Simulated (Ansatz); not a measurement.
A series in volume scale on Zr

All results are calculated (Ansatz 0.2.0). Periodic Kohn-Sham DFT of a crystal at fixed atoms, scaled to volume_scale times the given cell; pressure positive in compression, energy less spherical unpolarised free atoms, largest_vzz the field gradient of largest size among the nuclei.

The cell before it is scaled or strained (space group Pm-3m, No. 221):
```
CELL_PARAMETERS angstrom
2.92050 0.00000 0.00000
0.00000 2.92050 0.00000
0.00000 0.00000 2.92050
ATOMIC_POSITIONS crystal
Zr 0.00000 0.00000 0.00000
```

Settings of every row: method all-electron LAPW; functional PBE; relativity scalar; k mesh 13x13x13; filling fermi-dirac; smearing width 0.05 eV; basis error target 0.5 meV/atom; nucleus gaussian.

Atom start moment: 0 on all atoms.

Limits: the cell comes from a prototype or a list of computed structures and needn't be the stable phase.

```
row  volume scale  V (Å³/atom)  pressure (GPa)  energy less free atoms (eV/atom)
  1          0.95       23.664           3.864                           -6.4077
  2         0.975       24.287           1.838                           -6.4187
  3             1       24.911               ?                                 ?
  4         1.025       25.533          -1.685                           -6.4188
  5          1.05       26.155          -3.188                           -6.4093
```

Question: what pressure and energy less free atoms should row 3 give?

Worked fit of pressure. Take u = (V_r/V)^(2/3) − 1 with V_r = 24.91 Å³ an atom, which is twice the finite (Eulerian) strain; such expansions in the strain, on which the Birch-Murnaghan equation of state is built, carry the rest volume and the bulk modulus. The shown rows have u = 0.0348, 0.01703, -0.01633, -0.03199. Least squares give pressure = −0.0099 + 105.162 × u + 178.94 × u² GPa; a straight line predicts inner rows, each left out in turn, worse (root mean square 0.12 against 0.013 GPa). The rows lie off it by -0.002, 0.005, -0.006, 0.003 (root mean square 0.0043 GPa). The pressure vanishes at u = 0.0001, or V = 24.91 Å³ an atom, and there the bulk modulus at fixed shape and fractions is B = −V dP/dV = (2/3)(1 + u) dP/du = 70.1 GPa. The withheld row has u = -3e-05, so the fit gives −0.0099 + 105.162 × (-3e-05) + 178.94 × (-3e-05)² = -0.013 GPa.

The calculation gave -0.011 GPa. The fit lies 0.002 GPa (18 % of the value, 0.028 % of the column's range) below it; its largest miss of a shown row is 0.006 GPa.

Worked fit of energy less free atoms. Take u = (V_r/V)^(2/3) − 1 with V_r = 24.91 Å³ an atom, which is twice the finite (Eulerian) strain; such expansions in the strain, on which the Birch-Murnaghan equation of state is built, carry the rest volume and the bulk modulus. The shown rows have u = 0.0348, 0.01703, -0.01633, -0.03199. Least squares give energy less free atoms = −6.42215 − 0.0094 × u + 12.224 × u² eV/atom; a straight line predicts inner rows, each left out in turn, worse (root mean square 0.0079 against 0.00016 eV/atom). The rows lie off it by 0.0000, 0.0001, -0.0001, 0.0000. Its lowest point lies at u = 0.0004, or V = 24.9 Å³ an atom, and the curvature there gives the bulk modulus at fixed shape and fractions, B = (4/9)(1 + u)² E″(u)/V = 70 GPa. The withheld row has u = -3e-05, so the fit gives −6.42215 − 0.0094 × (-3e-05) + 12.224 × (-3e-05)² = -6.4221 eV/atom.

The calculation gave -6.4222 eV/atom. The fit lies 0.0001 eV/atom (0.69 % of the column's range) above it, one unit of the last digit.
